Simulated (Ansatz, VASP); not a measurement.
## Mo: VASP beside Ansatz

```
CELL_PARAMETERS angstrom
-1.58381 1.58381 1.58381
1.58381 -1.58381 1.58381
1.58381 1.58381 -1.58381
ATOMIC_POSITIONS crystal
Mo 0.00000 0.00000 0.00000
```

Alike in both runs: task single point; functional PBE; k mesh 8 × 8 × 8; occupations fermi-dirac, width 0.04 eV; no spin polarisation.

|  | VASP | Ansatz |
| --- | --- | --- |
| version | VASP 6.6.1 | Ansatz 0.2.0 |
| potentials or method | VASP PAW PBE potentials, release 64 (Mo_sv), cutoff 520 eV | all-electron LAPW, scalar-relativistic |

Ansatz gave:

| Quantity | Value |
| --- | --- |
| gap on the k mesh at the Fermi level (eV) | none |
| pressure (GPa) | -1.1 |

**Question.** Estimate VASP's values.

**Answer.** gap on the k mesh at the Fermi level (eV): none; pressure (GPa): -0.6.

A gap of «none» marks a metal or a gap that the smearing closes. Ansatz ran all-electron here, so the differences hold the error of VASP's frozen core and of both bases.

Caveats: the k mesh is thin for a metal, which can move the energy by tens of meV per atom (Ansatz).
